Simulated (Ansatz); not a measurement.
# GaSe: the cost of one run

All numbers are computed with the Python package of Ansatz 0.2.0. Level of theory: DFT LDA, plane waves, PAW.

### Step 1. Starting point

It takes space group P6_3/mmc (No. 194, hexagonal). The conventional cell has a = 3.742 Å, b = 3.742 Å, c = 15.919 Å, α = 90.00°, β = 90.00°, γ = 120.00°. Ga (site symmetry 3m) is surrounded by 1 Ga at 2.32 Å and 3 Se at 2.48 Å. Se (site symmetry 3m) is surrounded by 3 Ga at 2.48 Å.

Input file POSCAR:

```text
GaSe
1.0
   3.74200000    0.00000000    0.00000000
  -1.87100000    3.24066706    0.00000000
   0.00000000    0.00000000   15.91900000
Ga Se
4 4
Direct
   0.33333333    0.66666667    0.17700000
   0.66666667    0.33333333    0.67700000
   0.33333333    0.66666667    0.32300000
   0.66666667    0.33333333    0.82300000
   0.33333333    0.66666667    0.60000000
   0.66666667    0.33333333    0.10000000
   0.33333333    0.66666667    0.90000000
   0.66666667    0.33333333    0.40000000
```

### Step 2. The script

The input, phonons_gase.py:

```python
from dataclasses import dataclass
from pathlib import Path

import ansatz as az
from ase.io import read
import numpy as np


@dataclass(frozen=True)
class Options:
    occupations: str = "fixed"
    kgrid: tuple[int, ...] = (6, 6, 2)


settings = Options()

atoms = read("POSCAR", format="vasp")
xtal = az.Crystal.from_ase(atoms)

setup = (
    xtal.calculation()
    .occupations(settings.occupations)
    .pseudopotentials("paw")
    .functional(az.Functional.LDA)
    .kpoints(*settings.kgrid)
    .phonons("fd", supercell=1)
)
out = setup.run(runs_dir="out")
folder = Path(out.output_folder) / "results"
ph = out.phonons

print("modes at Gamma (1/cm):", np.round(ph.gamma_omega_inv_cm, 1) + 0.0)
print(f"{ph.n_members} displaced supercells, sum-rule residual {ph.asr_residual_pre_ev_ang2:.1e} eV/A^2")
optical = np.sort(ph.gamma_omega_inv_cm)
print("imaginary modes at Gamma:", int((optical < -10).sum()), "- highest mode", round(float(optical[-1]), 1), "1/cm")
```

### Step 3. What the engine is handed

The package turns the script's settings into the engine's input:

```yaml
crystal:
  lattice:
    - [3.742, 0.0, 0.0]
    - [-1.871, 3.24066706, 0.0]
    - [0.0, 0.0, 15.919]
  atoms:
    - { symbol: Ga, position: [0.33333333, 0.66666667, 0.177] }
    - { symbol: Ga, position: [0.6666666699999999, 0.33333333, 0.677] }
    - { symbol: Ga, position: [0.33333333, 0.66666667, 0.323] }
    - { symbol: Ga, position: [0.6666666699999999, 0.33333333, 0.823] }
    - { symbol: Se, position: [0.33333333, 0.66666667, 0.6] }
    - { symbol: Se, position: [0.6666666699999999, 0.33333333, 0.1] }
    - { symbol: Se, position: [0.33333333, 0.66666667, 0.9] }
    - { symbol: Se, position: [0.6666666699999999, 0.33333333, 0.4] }
kpoints:
  mp_grid:
    grid: [6, 6, 2]
hamiltonian:
  xc: lda
  pseudopotentials:
    kind: paw
scf:
  occupations:
    method: fixed
phonons:
  method: fd
  supercell: [1, 1, 1]
```

### Step 4. Launch

Started as:

```bash
python phonons_gase.py
```

**Question.** How long does this script take on 1 thread of Intel Xeon Platinum 8375C at 2.90GHz (Ice Lake), shared host, and how much memory does it need?

About 78 s, with a peak of 0.73 GiB.
